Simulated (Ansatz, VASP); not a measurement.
# SrO: VASP beside Ansatz, part 2 of 2

Wanted: the spread between two codes on one cell, functional and k mesh.

VASP 6.6.1 and Ansatz 0.2.0.

So far: The structure; VASP: band structure, r2SCAN-EpsX with an exact-exchange share of 0.263; Ansatz: band structure, r2SCAN-EpsX with an exact-exchange share of 0.263.

### 4. Comparison

Known differences besides the potentials themselves: exact exchange at q = 0 is treated differently, which shows on coarse meshes; VASP keeps PBE cores, Ansatz makes them for the functional; the cutoff is 500 eV in Ansatz and 520 eV in VASP; VASP takes a coarser grid for exact exchange (PRECFOCK = Fast). Total energies have different zeros and are not compared.

Both answers:

```
                     quantity  Ansatz   VASP  difference
gap over the path points (eV)   5.958  5.904      +0.054
```

Levels at points of the path, from each program's valence-band top (eV; 3 filled, then empty):

```
k (reciprocal lattice)                              Ansatz                                VASP
     0.000 0.000 0.000       0.00 0.00 0.00 6.64 9.18 9.18       0.00 0.00 0.00 6.62 9.11 9.11
     0.500 0.000 0.500  -0.48 -0.10 -0.10 5.96 10.90 13.32  -0.52 -0.11 -0.11 5.90 10.84 13.37
     0.500 0.200 0.700   -1.08 -0.48 -0.39 7.94 9.84 11.73   -1.10 -0.52 -0.42 7.90 9.81 11.66
     0.400 0.350 0.750  -1.00 -0.57 -0.50 7.59 10.71 11.88  -1.02 -0.59 -0.54 7.55 10.69 11.82
     0.150 0.150 0.300   -1.27 -0.73 -0.21 8.58 8.65 10.00    -1.29 -0.75 -0.23 8.55 8.63 9.95
     0.200 0.200 0.200    -0.94 -0.45 -0.45 8.24 8.86 9.98    -0.95 -0.46 -0.46 8.23 8.82 9.92
     0.550 0.400 0.550  -1.89 -1.04 -0.96 9.32 10.16 12.27  -1.92 -1.07 -0.99 9.28 10.14 12.21
     0.600 0.250 0.650  -1.00 -0.57 -0.50 7.59 10.71 11.88  -1.02 -0.59 -0.54 7.55 10.69 11.82
     0.500 0.250 0.750   -1.18 -0.45 -0.45 8.86 8.86 11.79   -1.20 -0.48 -0.48 8.82 8.82 11.72
     0.500 0.500 0.500  -2.23 -1.16 -1.16 9.49 11.10 12.05  -2.25 -1.19 -1.19 9.44 11.12 11.98
```

Among the levels compared at these points, filled levels agree within 38 meV and empty ones within 71 meV.

### 5. Ansatz: band structure, r2SCAN0

Levels along a path test the potential and the projectors away from the mesh points.

input.yaml reads:

```yaml
crystal:
  lattice:
    - [0.0, 2.58066, 2.58066]
    - [2.58066, 0.0, 2.58066]
    - [2.58066, 2.58066, 0.0]
  atoms:
    - { symbol: Sr, position: [0.0, 0.0, 0.0] }
    - { symbol: O, position: [0.5, 0.5, 0.5] }
hamiltonian:
  xc: r2scan0
  pseudopotentials: { kind: paw }
kpoints:
  mp_grid: { grid: [5, 5, 5] }
  band_path:
    path:
      - [0.0, 0.0, 0.0]
      - [0.5, 0.0, 0.5]
      - [0.5, 0.2, 0.7]
      - [0.4, 0.35, 0.75]
      - [0.15, 0.15, 0.3]
      - [0.2, 0.2, 0.2]
      - [0.55, 0.4, 0.55]
      - [0.6, 0.25, 0.65]
      - [0.5, 0.25, 0.75]
      - [0.5, 0.5, 0.5]
      - [0.375, 0.375, 0.75]
      - [0.5, 0.0, 0.5]
    npoints: 1
scf:
  occupations: { method: gaussian, width: 0.02 }
  n_extra_bands: 7
output:
  forces: true
  stress: true
  eigenvalues: true
```

Run with:

```sh
ansatz run input.yaml --threads 4 --pin off --max-ram 9216MiB --backend cpu --events-out ev --progress --plain --runs-dir out
```

Numbers of over 12 decimals in the logs are rounded to 6 here.

The program printed:

```text
[...]
Crystal: 2 atoms, lattice volume = 34.373 Å³
Basis set: ecut = 500 eV, 893 PW (Γ), exchange–correlation on 108×108×108 points (64 copies of the dense FFT grid, shifted against one another)
Bands: 15, of which v1, the nominal top of the filled ones, is band 8 counted from 1 (7 counted from 0)
Symmetry: 48 space group operations
[...]
k-points: 10 of 125
[...]
--- Band table (eV; the first three rows and the last of 10) ---
  k-point 0: bands = [... 4 lower, -8.7424, 6.1215, 6.1215, 6.1215, 12.6562, 15.1785, 15.1785, 15.1785, ... 3 higher]
  k-point 1: bands = [... 4 lower, -8.3699, 5.1879, 5.6775, 5.6775, 14.2545, 14.8690, 15.9774, 15.9774, ... 3 higher]
  k-point 2: bands = [... 4 lower, -7.9502, 4.0649, 5.0573, 5.0573, 15.2924, 16.7098, 17.6770, 17.6770, ... 3 higher]
  k-point 9: bands = [... 4 lower, -8.3966, 4.9008, 5.3905, 5.7202, 14.0926, 15.9370, 17.8863, 19.6022, ... 3 higher]
[key lines of the parts left out:]
Free energy (F): -4126.346498 eV
Fermi energy:    9.145469 eV
P = ⅓ Tr σ = -1.3654 GPa (-13.654 kbar)
```

Elapsed: 14 s, on 4 threads of Arm Neoverse V2, shared host; peak memory 0.73 GiB.

### 6. VASP: band structure, r2SCAN0

The same cell, functional, mesh and smearing now go to VASP, with its own data sets and cutoff.

The run reads the wave functions of an earlier VASP run, which isn't shown here.

INCAR reads:

```
SYSTEM = SrO
PREC = Accurate
ENCUT = 520
EDIFF = 1E-06
NELM = 100
ISMEAR = 0
SIGMA = 0.02
LREAL = .FALSE.
ALGO = Normal
LHFCALC = .TRUE.
AEXX = 0.25
METAGGA = R2SCAN
LASPH = .TRUE.
NBANDS = 14
PRECFOCK = Fast
HFRCUT = -1
LORBIT = 11
LWAVE = .FALSE.
LCHARG = .FALSE.
KPAR = 4
```

POSCAR reads:

```
SrO
1.0
    0.0000000000      2.5806600000      2.5806600000
    2.5806600000      0.0000000000      2.5806600000
    2.5806600000      2.5806600000      0.0000000000
Sr O
1 1
Direct
    0.0000000000      0.0000000000      0.0000000000
    0.5000000000      0.5000000000      0.5000000000
```

KPOINTS reads:

```
Automatic mesh
0
Gamma
5 5 5
0 0 0
```

KPOINTS_OPT reads:

```
Line mode
6
Line-mode
Reciprocal
  0.00000000   0.00000000   0.00000000 GAMMA
  0.50000000   0.00000000   0.50000000 X

  0.50000000   0.00000000   0.50000000 X
  0.50000000   0.25000000   0.75000000 W

  0.50000000   0.25000000   0.75000000 W
  0.37500000   0.37500000   0.75000000 K

  0.37500000   0.37500000   0.75000000 K
  0.00000000   0.00000000   0.00000000 GAMMA

  0.00000000   0.00000000   0.00000000 GAMMA
  0.50000000   0.50000000   0.50000000 L

  0.50000000   0.50000000   0.50000000 L
  0.62500000   0.25000000   0.62500000 U

  0.62500000   0.25000000   0.62500000 U
  0.50000000   0.25000000   0.75000000 W

  0.50000000   0.25000000   0.75000000 W
  0.50000000   0.50000000   0.50000000 L

  0.50000000   0.50000000   0.50000000 L
  0.37500000   0.37500000   0.75000000 K

  0.62500000   0.25000000   0.62500000 U
  0.50000000   0.00000000   0.50000000 X
```

The projector-augmented-wave data sets are Sr_sv and O (PBE family, release 64).

Run with:

```sh
mpirun -np 4 vasp_std
```

The program printed:

```text
[banner, memory and clock lines left out]
running    4 mpi-ranks, on    1 nodes
[...]
[... a notice as in an earlier step ...]

 LDA part: xc-table for (None), standard interpolation
 found WAVECAR, reading the header
 POSCAR, INCAR and KPOINTS ok, starting setup
[...]
HFRCUT set to (new)   10.085124
 reading WAVECAR
 the WAVECAR file was read successfully
 initial charge from wavefunction
 entering main loop
       N       E                     dE             d eps       ncg     rms          rms(c)
DAV:   1    -0.261472935023E+02   -0.26147E+02   -0.56036E-01   280   0.960E+00    0.388E+00
DAV:   2    -0.261419099833E+02    0.53835E-02   -0.60963E-02   352   0.235E+00    0.204E+00
DAV:   3    -0.261401764976E+02    0.17335E-02   -0.11535E-02   322   0.101E+00    0.998E-01
DAV:   4    -0.261397573243E+02    0.41917E-03   -0.13382E-03   304   0.351E-01    0.584E-01
[...]
DAV:   8    -0.261394426071E+02   -0.15164E-05   -0.90012E-06   330   0.325E-02    0.792E-02
DAV:   9    -0.261394437091E+02   -0.11020E-05   -0.27673E-06   322   0.183E-02    0.487E-02
DAV:  10    -0.261394444258E+02   -0.71666E-06   -0.96165E-07   176   0.110E-02
   1 F= -.26139444E+02 E0= -.26139444E+02  d E =-.510432E-48
 Start KPOINTS_OPT (optional k-point list driver)
k-point batch [1-10\60]
       N       E                     dE             ncg
DAV:   1    -0.983772993838E+03   -0.51441E+04      280
DAV:   2    -0.192569198284E+04   -0.94192E+03      372
DAV:   3    -0.199700500444E+04   -0.71313E+02      342
DAV:   4    -0.199848032494E+04   -0.14753E+01      392
DAV:   5    -0.199851207403E+04   -0.31749E-01      406
DAV:   6    -0.199851262291E+04   -0.54887E-03      380
DAV:   7    -0.199851263131E+04   -0.84016E-05      308
DAV:   8    -0.199851263148E+04   -0.17285E-06      212
[...]
k-point batch [51-60\60]
       N       E                     dE             ncg
DAV:   1    -0.108137656811E+04   -0.72650E+04      280
DAV:   2    -0.196235639899E+04   -0.88098E+03      360
DAV:   3    -0.202133500830E+04   -0.58979E+02      360
DAV:   4    -0.202280034643E+04   -0.14653E+01      452
DAV:   5    -0.202283482896E+04   -0.34483E-01      398
DAV:   6    -0.202283546488E+04   -0.63592E-03      408
DAV:   7    -0.202283548164E+04   -0.16761E-04      338
DAV:   8    -0.202283548202E+04   -0.38439E-06      268
```

Parts of OUTCAR (step 6):

```text
  FREE ENERGIE OF THE ION-ELECTRON SYSTEM (eV)
  ---------------------------------------------------
  free  energy   TOTEN  =       -26.1394444258 eV

  energy  without entropy=      -26.1394444258  energy(sigma->0) =      -26.13944443

[... 3 parts as in an earlier step ...]

[... 1 further part left out ...]
[key lines of the parts left out:]
E-fermi :   0.1309
```

### 7. Differences

The two programs side by side:

```
                     quantity  Ansatz   VASP  difference
gap over the path points (eV)   5.849  5.796      +0.054
```

Levels at points of the path, from each program's valence-band top (eV; 3 filled, then empty):

```
k (reciprocal lattice)                              Ansatz                                VASP
     0.000 0.000 0.000       0.00 0.00 0.00 6.54 9.06 9.06       0.00 0.00 0.00 6.52 8.99 8.99
     0.500 0.000 0.500  -0.48 -0.10 -0.10 5.85 10.78 13.21  -0.51 -0.11 -0.11 5.80 10.72 13.25
     0.500 0.200 0.700   -1.07 -0.48 -0.39 7.83 9.73 11.60   -1.09 -0.52 -0.42 7.79 9.70 11.53
     0.400 0.350 0.750  -1.00 -0.57 -0.50 7.48 10.59 11.76  -1.02 -0.59 -0.54 7.44 10.57 11.70
     0.150 0.150 0.300    -1.27 -0.73 -0.21 8.47 8.54 9.88    -1.28 -0.75 -0.22 8.43 8.52 9.83
     0.200 0.200 0.200    -0.93 -0.44 -0.44 8.13 8.75 9.86    -0.94 -0.46 -0.46 8.12 8.71 9.80
     0.550 0.400 0.550  -1.88 -1.03 -0.96 9.20 10.05 12.14  -1.91 -1.06 -0.99 9.16 10.03 12.08
     0.600 0.250 0.650  -1.00 -0.57 -0.50 7.48 10.59 11.76  -1.02 -0.59 -0.54 7.44 10.57 11.70
     0.500 0.250 0.750   -1.17 -0.45 -0.45 8.74 8.74 11.67   -1.19 -0.48 -0.48 8.71 8.71 11.60
     0.500 0.500 0.500  -2.22 -1.16 -1.16 9.37 10.99 11.93  -2.25 -1.19 -1.19 9.32 11.02 11.86
```

Among the levels compared at these points, filled levels agree within 37 meV and empty ones within 71 meV.

### 8. Summary of results

| Quantity | Value |
| --- | --- |
| difference in gap over the path points (band structure, r2SCAN-EpsX with an exact-exchange share of 0.263) | 0.054 eV |
| difference in gap over the path points (band structure, r2SCAN0) | 0.054 eV |

What this shows: The difference in gap over the path points is 0.054 eV (band structure, r2SCAN-EpsX with an exact-exchange share of 0.263), within the 0.08 eV picked in this series as the mark of a large difference. How closely two codes agree says nothing of how well the functional describes the real material.

[Lines on the potential files, build, host, timing and source positions are cut from VASP's logs without a mark.]

[Logs are printed without paths, hosts, clocks, repeated set-up lines and the standing remarks that a program may print on its own settings, such as how far it seeks lower states.]

[Hosts, paths, dates, database ids (printed as entryN), source tags and the programs' standing remarks are cut or masked in the printed files.]
